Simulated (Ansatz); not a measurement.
# MoW3: the cost of one run

Method: DFT PBE, scalar-relativistic, plane waves, PAW, in Ansatz 0.2.0.

## Step 1: The structure to begin with

It takes space group P4/mmm (No. 123, tetragonal). Conventional cell: a = 2.914 Å, b = 2.914 Å, c = 8.242 Å, α = 90.00°, β = 90.00°, γ = 90.00°. Around Mo (site symmetry 4/mmm) lie 4 Mo at 2.91 Å and 8 W at 2.91 Å. W (site symmetry 4mm) is surrounded by 8 W at 2.91 Å and 4 Mo at 2.91 Å. W (site symmetry 4/mmm) has 12 W at 2.91 Å as nearest neighbours.

As a file:

```cif
data_structure
_symmetry_space_group_name_H-M 'P 1'
_symmetry_Int_Tables_number 1
_cell_length_a 2.9138
_cell_length_b 2.9138
_cell_length_c 8.2416
_cell_angle_alpha 90.000
_cell_angle_beta 90.000
_cell_angle_gamma 90.000
_cell_volume 69.98
loop_
_atom_site_label
_atom_site_type_symbol
_atom_site_fract_x
_atom_site_fract_y
_atom_site_fract_z
_atom_site_occupancy
Mo1 Mo 0.50000 0.50000 0.00000 1
W1 W 0.00000 0.00000 0.75000 1
W2 W 0.00000 0.00000 0.25000 1
W3 W 0.50000 0.50000 0.50000 1
```

The start is an ordering of an alloy on its end members' structure types: elements ordered on the sites of the W type, Mo/W on W (P4/mmm, No. 123).

## Step 2: Probe: one point on a coarse mesh

input.yaml

```yaml
crystal:
  lattice:
    - [2.91384239, 0.0, 0.0]
    - [0.0, 2.91384239, 0.0]
    - [0.0, 0.0, 8.24159086]
  atoms:
    - { symbol: Mo, position: [0.5, 0.5, 0.0] }
    - { symbol: W, position: [0.0, 0.0, 0.75] }
    - { symbol: W, position: [0.0, 0.0, 0.25] }
    - { symbol: W, position: [0.5, 0.5, 0.5] }
basis:
  ecutwfc: 420
kpoints:
  mp_grid: { grid: [6, 6, 2] }
hamiltonian:
  xc: pbe
scf:
  occupations: { method: gaussian, width: 0.1 }
  lower_state_search: "off"
output:
  forces: true
  stress: true
  eigenvalues: true
```

The run is started by

```console
$ ansatz run input.yaml --threads 1 --pin off --max-ram 2560MiB --backend cpu --events-out ev --progress --plain --runs-dir out
```

What time and memory should one allow on 1 thread of Intel Xeon at 2.70GHz, shared host?

About 2.9 s, with a peak of 0.37 GiB.
